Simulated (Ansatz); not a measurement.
# Al3GaN4: the cost of one run

Method: DFT r2SCAN, scalar-relativistic, plane waves, PAW, in Ansatz 0.2.0.

1 further run of the same task is left out (set aside as unsound or not needed). Runs told in other sessions of the task aren't counted.

## 1. Starting point

The structure is cubic, space group P-43m (No. 215). Conventional cell: a = 4.401 Å, b = 4.401 Å, c = 4.401 Å, α = 90.00°, β = 90.00°, γ = 90.00°. Al (site symmetry -42m) has 4 N at 1.89 Å in its first shell of neighbours. Around Ga (site symmetry -43m) lie 4 N at 1.95 Å. N (site symmetry 3m) has 3 Al at 1.89 Å and 1 Ga at 1.95 Å in its first shell of neighbours.

Coordinates:

```
CELL_PARAMETERS angstrom
4.40124 0.00000 0.00000
0.00000 4.40124 0.00000
0.00000 0.00000 4.40124
ATOMIC_POSITIONS crystal
Al 0.50000 0.50000 0.00000
Al 0.50000 0.00000 0.50000
Al 0.00000 0.50000 0.50000
Ga 0.00000 0.00000 0.00000
N 0.74446 0.74446 0.25554
N 0.74446 0.25554 0.74446
N 0.25554 0.74446 0.74446
N 0.25554 0.25554 0.25554
```

It goes back to an entry of the Materials Project, which need not be the stable form.

This cell was relaxed beforehand with the same method: volume 10.66 Å³/atom, gap on the mesh 4.01 eV.

## 2. Zero of energy

The reference gives a free energy of -6961.6845 eV, pressure 0.00 GPa, largest force 0.000 eV/Å and gap on the mesh 4.01 eV. It was computed beforehand with the settings of the runs below.

## 3. Zone-centre phonons by finite displacements

input.yaml

```yaml
crystal:
  lattice:
    - [4.4012372926, 0.0, 0.0]
    - [0.0, 4.4012372926, 0.0]
    - [0.0, 0.0, 4.4012372926]
  atoms:
    - { symbol: Al, position: [0.5, 0.5, 0.0] }
    - { symbol: Al, position: [0.5, 0.0, 0.5] }
    - { symbol: Al, position: [0.0, 0.5, 0.5] }
    - { symbol: Ga, position: [0.0, 0.0, 0.0] }
    - { symbol: "N", position: [0.7444581602, 0.7444581602, 0.2555418398] }
    - { symbol: "N", position: [0.7444581602, 0.2555418398, 0.7444581602] }
    - { symbol: "N", position: [0.2555418398, 0.7444581602, 0.7444581602] }
    - { symbol: "N", position: [0.2555418398, 0.2555418398, 0.2555418398] }
basis:
  ecutwfc: 500
kpoints:
  mp_grid: { grid: [6, 6, 6] }
hamiltonian:
  xc: r2scan
scf:
  occupations: { method: gaussian, width: 0.05 }
output:
  eigenvalues: true
phonons:
  method: fd
  supercell: [1, 1, 1]
  amplitude: 0.02
  eigenvectors: true
  dielectric: false
```

Run with:

```console
$ ansatz run input.yaml --threads 2 --pin off --max-ram 5120MiB --backend cpu --events-out ev --progress --plain --runs-dir out
```

Q: Estimate wall time and peak memory on 2 threads of Arm Neoverse V1, shared host.

About 2 min, with a peak of 1.1 GiB.
